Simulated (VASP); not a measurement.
# Ba (P6/mmm) in VASP: a series of runs, part 2 of 2

VASP 6.6.1.

## 4. Single point, LDA

INCAR reads:

```
SYSTEM = Ba
ADDGRID = .False.
ALGO = Normal
EDIFF = 1E-6
ENCUT = 250
GGA = CA
ISIF = 2
ISMEAR = -1
LASPH = .True.
LCHARG = .False.
LREAL = .False.
LWAVE = .False.
NBANDS = 11
NELM = 100
PREC = Accurate
SIGMA = 0.2
```

KPOINTS reads:

```
k-points
0
Gamma
  4 4 3
  0 0 0
```

POSCAR reads:

```
Ba
1.0
    4.3116136979      0.0000000000      0.0000000000
   -2.1558068490      3.7339669937      0.0000000000
    0.0000000000      0.0000000000      3.9134133000
Ba
1
Direct
    0.0000000000      0.0000000000      0.0000000000
```

Potentials or basis: VASP PAW LDA potentials, release 64 (Ba_sv).

On the command line:

```console
> cat potpaw_LDA.64/Ba_sv/POTCAR > POTCAR
> mpirun -np 1 vasp_std > vasp.out
```

OUTCAR:

```text
SYSTEM = Ba
   EDIFF = 1E-6
   ENCUT = 250
   GGA = CA
   ISIF = 2
   ISMEAR = -1
   LASPH = .True.
   LREAL = .False.
   NELM = 100
   PREC = Accurate

 Found      8 irreducible k-points:

 Following reciprocal coordinates:
            Coordinates               Weight
  0.000000  0.000000  0.000000      1.000000
  0.250000  0.000000  0.000000      6.000000
  0.500000  0.000000  0.000000      3.000000
  0.250000  0.250000  0.000000      6.000000
  0.000000  0.000000  0.333333      2.000000
  0.250000  0.000000  0.333333     12.000000
[... 160 lines left out ...]
------------------------ aborting loop because EDIFF is reached ----------------------------------------

  FORCE on cell =-STRESS in cart. coord.  units (eV):
  Direction    XX          YY          ZZ          XY          YZ          ZX
  --------------------------------------------------------------------------------------
  -------------------------------------------------------------------------------------
  Total       -0.4971541     -0.4971541     -0.2764645      0.0000000      0.0000000      0.0000000
  in kB      -12.6425758    -12.6425758     -7.0304641      0.0000000      0.0000000      0.0000000
  external PRESSURE =     -10.7718719 kB  Pullay stress =       0.0000000 kB

 VOLUME and BASIS-vectors are now :
 -----------------------------------------------------------------------------
  energy-cutoff  :      250.00
  volume of cell :       63.00
      direct lattice vectors                 reciprocal lattice vectors
     4.311613698  0.000000000  0.000000000     0.231931724  0.133905844  0.000000000
    -2.155806849  3.733966994  0.000000000     0.000000000  0.267811687  0.000000000
     0.000000000  0.000000000  3.913413300     0.000000000  0.000000000  0.255531405

 POSITION                                       TOTAL-FORCE (eV/Angst)
 -----------------------------------------------------------------------------------
      0.00000      0.00000      0.00000        -0.000000      0.000000      0.000000
 -----------------------------------------------------------------------------------
    total drift:                                0.000000      0.000000      0.000000

  FREE ENERGIE OF THE ION-ELECTRON SYSTEM (eV)
  ---------------------------------------------------
  free  energy   TOTEN  =        -2.1651174144 eV

  energy  without entropy=       -1.9249260054  energy(sigma->0) =       -2.04502171
```

stdout:

```text
POSCAR found type information on POSCAR Ba
 POSCAR found :  1 types and       1 ions
 scaLAPACK will be used
 LDA part: xc-table for (Slater(with rela. corr.)+CA(PZ))
 , standard interpolation
 POSCAR, INCAR and KPOINTS ok, starting setup
 FFT: planning ... GRIDC
 FFT: planning ... GRID_SOFT
 FFT: planning ... GRID
 WAVECAR not read
 entering main loop
```

It took 1.1 s on 1 thread of Intel Xeon 6975P-C (Granite Rapids), shared host; peak memory 0.11 GiB.

The run converged, but some of its settings lie outside the range that counts as converged, so its numbers aren't taken as properties of the crystal.

What came out:

| Quantity | Value |
| --- | --- |
| Free energy | -2.1651 eV |
| Pressure | -1.1 GPa |

Caveat: the k mesh is coarse (spacing up to 0.54 Å⁻¹), so the values aren't converged; the mesh shows a gap though the element is a metal.

## 5. Single point, LDA

INCAR, as its differences from that of step 4:

```diff
@@ -4,3 +4,3 @@
 EDIFF = 1E-6
-ENCUT = 250
+ENCUT = 300
 GGA = CA
```

KPOINTS is that of step 4.

POSCAR is that of step 4.

On the command line:

```console
> cat potpaw_LDA.64/Ba_sv/POTCAR > POTCAR
> mpirun -np 1 vasp_std > vasp.out
```

Run time: 1.2 s. Hardware: 1 thread of Intel Xeon 6975P-C (Granite Rapids), shared host; peak memory 0.12 GiB.

These settings aren't checked as converged: the numbers below hold their error.

What came out:

| Item | Value |
| --- | --- |
| Free energy | -2.1644 eV |
| Pressure | -1.0 GPa |

Caveat: the k mesh is coarse (spacing up to 0.54 Å⁻¹), so the values aren't converged; the mesh shows a gap though the element is a metal.

## 6. Single point, LDA

INCAR, as its differences from that of step 5:

```diff
@@ -4,3 +4,3 @@
 EDIFF = 1E-6
-ENCUT = 300
+ENCUT = 350
 GGA = CA
```

KPOINTS is that of step 5.

POSCAR is that of step 5.

Potentials or basis: VASP PAW LDA potentials, release 64 (Ba_sv).

On the command line:

```console
> cat potpaw_LDA.64/Ba_sv/POTCAR > POTCAR
> mpirun -np 1 vasp_std > vasp.out
```

OUTCAR:

```text
SYSTEM = Ba
   EDIFF = 1E-6
   ENCUT = 350
   GGA = CA
   ISIF = 2
   ISMEAR = -1
   LASPH = .True.
   LREAL = .False.
   NELM = 100
   PREC = Accurate

 Found      8 irreducible k-points:

 Following reciprocal coordinates:
            Coordinates               Weight
  0.000000  0.000000  0.000000      1.000000
  0.250000  0.000000  0.000000      6.000000
  0.500000  0.000000  0.000000      3.000000
  0.250000  0.250000  0.000000      6.000000
  0.000000  0.000000  0.333333      2.000000
  0.250000  0.000000  0.333333     12.000000
   k-points           NKPTS =      8   k-points in BZ     NKDIM =      8   number of bands    NBANDS=     11
   number of dos      NEDOS =    301   number of ions     NIONS =      1
   total plane-waves  NPLWV =  18816
   dimension x,y,z NGX =    28 NGY =   28 NGZ =   24
   dimension x,y,z NGXF=    56 NGYF=   56 NGZF=   48
   ions per type =               1
   NGX,Y,Z   is equivalent  to a cutoff of  10.80, 10.80, 10.20 a.u.
   NGXF,Y,Z  is equivalent  to a cutoff of  21.59, 21.59, 20.39 a.u.
 SYSTEM =  Ba
   PREC   = accura    normal or accurate (medium, high low for compatibility)
   ISTART =      0    job   : 0-new  1-cont  2-samecut
   ICHARG =      2    charge: 1-file 2-atom 10-const
   ISPIN  =      1    spin polarized calculation?
   LNONCOLLINEAR =      F non collinear calculations
   LSORBIT =      F    spin-orbit coupling
   LASPH  =      T    aspherical Exc in radial PAW
   ENCUT  =  350.0 eV  25.72 Ry    5.07 a.u.   6.58  6.58  5.97*2*pi/ulx,y,z
   NELM   =    100;   NELMIN=  2; NELMDL= -5     # of ELM steps
   EDIFF  = 0.1E-05   stopping-criterion for ELM
   LREAL  =      F    real-space projection
   EDIFFG = 0.1E-04   stopping-criterion for IOM
   NSW    =      0    number of steps for IOM
   IBRION =     -1    ionic relax: 0-MD 1-quasi-New 2-CG
   NFREE  =      0    steps in history (QN), initial steepest desc. (CG)
   ISIF   =      2    stress and relaxation
   ISYM   =      2    0-nonsym 1-usesym 2-fastsym
   POTIM  = 0.5000    time-step for ionic-motion
   TEBEG  =    0.0;   TEEND  =   0.0 temperature during run
   PSTRESS=    0.0 pullay stress
   NELECT =      10.0000    total number of electrons
   NUPDOWN=      -1.0000    fix difference up-down
   EMIN   =  10.00;   EMAX   =-10.00  energy-range for DOS
   EFERMI =   0.00;   METHOD = LEGACY
   ISMEAR =    -1;   SIGMA  =   0.20  broadening in eV -4-tet -1-fermi 0-gaus
   EFERMI_NEDOS =   21; number of points for ismear=-14 and -15
   IALGO  =     38    algorithm
   IMIX   =      4    mixing-type and parameters
     AMIX     =   0.40;   BMIX     =  1.00
     AMIX_MAG =   1.60;   BMIX_MAG =  1.00
  volume/ion in A,a.u.               =      63.00       425.17
  Fermi-wavevector in a.u.,A,eV,Ry     =   0.886379  1.675014 10.689660  0.785668
  Thomas-Fermi vector in A             =   2.007537
   LORBIT       =      0    0 simple, 1 ext, 2 COOP (PROOUT), +10 PAW based schemes
   GGA     = CA    functional components
   LHFCALC =     F    Hartree Fock is set to
   AEXX    =    0.0000 exact exchange contribution
   IVDW    =     0    specifies the selected vdW correction
   LEPSILON=     F    determine dielectric tensor
   LRPA    =     F    only Hartree local field effects (RPA)
 non-spin polarized calculation
  energy-cutoff  :      350.00
  volume of cell :       63.00
 maximum number of plane-waves:       947
 NGX is ok and might be reduce to    28
   NGX = 13   NGY = 13   NGZ = 11

 number of electron      10.0000000 magnetization

 number of electron       9.9999999 magnetization

 Free energy of the ion-electron system (eV)
  ---------------------------------------------------
  ext. energy  EPLUGINS =         0.00000000
  ---------------------------------------------------
  free energy    TOTEN  =        -2.16440810 eV

  energy without entropy =       -1.92428603  energy(sigma->0) =       -2.04434706

 E-fermi :   1.3261     XC(G=0):  -7.5970

 val. band max:        1.3134416053   @ k =   0.5000   0.0000   0.3333
 cond. band min:       1.4851759884   @ k =   0.0000   0.0000   0.0000
 fundamental gap:      0.1717343831
 Fermi energy:         1.3260857126

 k-point     1 :       0.0000    0.0000    0.0000
  band No.  band energies     occupation
      1     -27.5282      2.00000
      2     -12.4828      2.00000
      3     -12.4828      2.00000
      4     -12.3479      2.00000
      5      -1.2719      2.00000
      6       1.4852      0.62200
      7       3.0888      0.00030
      8       3.0888      0.00030
      9       6.3073      0.00000
     10       6.3073      0.00000
     11       7.5236      0.00000

 k-point     2 :       0.2500    0.0000    0.0000
  band No.  band energies     occupation
      1     -27.5068      2.00000
      2     -12.7434      2.00000
      3     -12.5422      2.00000
      4     -12.3211      2.00000
      5      -0.3496      1.99954
      6       1.7535      0.21109
      7       2.2679      0.01786
      8       4.1255      0.00000
      9       5.0860      0.00000
     10       6.0825      0.00000
     11       8.2344      0.00000

 k-point     3 :       0.5000    0.0000    0.0000
  band No.  band energies     occupation
      1     -27.4852      2.00000
      2     -12.9853      2.00000
      3     -12.6001      2.00000
      4     -12.2941      2.00000
      5       0.4656      1.97329
      6       1.7800      0.18731
      7       2.4840      0.00610
      8       4.3771      0.00000
      9       5.8812      0.00000
     10       6.1955      0.00000
     11       7.3450      0.00000

 k-point     4 :       0.2500    0.2500    0.0000
  band No.  band energies     occupation
      1     -27.4852      2.00000
      2     -12.8932      2.00000
      3     -12.7016      2.00000
      4     -12.2942      2.00000
      5       0.9608      1.72272
      6       1.6796      0.29173
      7       2.1396      0.03366
      8       4.6571      0.00000
      9       5.3962      0.00000
     10       5.6247      0.00000
     11       6.8363      0.00000

 k-point     5 :       0.0000    0.0000    0.3333
  band No.  band energies     occupation
      1     -27.4781      2.00000
      2     -12.9480      2.00000
      3     -12.4260      2.00000
      4     -12.4260      2.00000
      5      -0.0348      1.99778
      6       2.5030      0.00555
      7       3.5045      0.00004
      8       3.5045      0.00004
      9       4.4114      0.00000
     10       4.4114      0.00000
     11       7.1911      0.00000

 k-point     6 :       0.2500    0.0000    0.3333
  band No.  band energies     occupation
      1     -27.4574      2.00000
      2     -12.9062      2.00000
      3     -12.6712      2.00000
      4     -12.4827      2.00000
      5       0.6934      1.91886
      6       2.0515      0.05180
      7       3.0776      0.00031
      8       3.9418      0.00000
      9       4.2616      0.00000
     10       4.6195      0.00000
     11       7.7912      0.00000

 [... further k-points ...]

------------------------ aborting loop because EDIFF is reached ----------------------------------------

  FORCE on cell =-STRESS in cart. coord.  units (eV):
  Direction    XX          YY          ZZ          XY          YZ          ZX
  --------------------------------------------------------------------------------------
  -------------------------------------------------------------------------------------
  Total       -0.4718130     -0.4718130     -0.2506783      0.0000000     -0.0000000      0.0000000
  in kB      -11.9981538    -11.9981538     -6.3747226      0.0000000     -0.0000000      0.0000000
  external PRESSURE =     -10.1236767 kB  Pullay stress =       0.0000000 kB

 VOLUME and BASIS-vectors are now :
 -----------------------------------------------------------------------------
  energy-cutoff  :      350.00
  volume of cell :       63.00
      direct lattice vectors                 reciprocal lattice vectors
     4.311613698  0.000000000  0.000000000     0.231931724  0.133905844  0.000000000
    -2.155806849  3.733966994  0.000000000     0.000000000  0.267811687  0.000000000
     0.000000000  0.000000000  3.913413300     0.000000000  0.000000000  0.255531405

 POSITION                                       TOTAL-FORCE (eV/Angst)
 -----------------------------------------------------------------------------------
      0.00000      0.00000      0.00000         0.000000      0.000000      0.000000
 -----------------------------------------------------------------------------------
    total drift:                               -0.000000     -0.000000      0.000000

  FREE ENERGIE OF THE ION-ELECTRON SYSTEM (eV)
  ---------------------------------------------------
  free  energy   TOTEN  =        -2.1644080966 eV

  energy  without entropy=       -1.9242860253  energy(sigma->0) =       -2.04434706
```

OSZICAR:

```text
N       E                     dE             d eps       ncg     rms          rms(c)
DAV:   1     0.392729068795E+02    0.39273E+02   -0.34337E+03   184   0.544E+02
DAV:   2    -0.377326882405E+00   -0.39650E+02   -0.38956E+02   214   0.123E+02
DAV:   3    -0.211489731684E+01   -0.17376E+01   -0.17200E+01   234   0.230E+01
DAV:   4    -0.217271166079E+01   -0.57814E-01   -0.57773E-01   221   0.382E+00
DAV:   5    -0.217458080511E+01   -0.18691E-02   -0.18690E-02   243   0.508E-01    0.183E+00
DAV:   6    -0.216756750681E+01    0.70133E-02   -0.70474E-03   200   0.592E-01    0.107E+00
DAV:   7    -0.216439632420E+01    0.31712E-02   -0.10279E-02   197   0.751E-01    0.609E-02
DAV:   8    -0.216439688827E+01   -0.56407E-06   -0.54563E-04   206   0.126E-01    0.189E-02
DAV:   9    -0.216440844103E+01   -0.11553E-04   -0.37880E-05   273   0.278E-02    0.472E-03
DAV:  10    -0.216440809663E+01    0.34439E-06   -0.14520E-06   130   0.762E-03
   1 F= -.21644081E+01 E0= -.20443471E+01  d E =-.240122E+00
```

It took 1.6 s on 1 thread of Intel Xeon 6975P-C (Granite Rapids), shared host; peak memory 0.12 GiB.

The run converged, but some of its settings lie outside the range that counts as converged, so its numbers aren't taken as properties of the crystal.

Results:

- Free energy: -2.1644 eV
- Pressure: -1.0 GPa

Caveat: the k mesh is coarse (spacing up to 0.54 Å⁻¹), so the values aren't converged; the mesh shows a gap though the element is a metal.
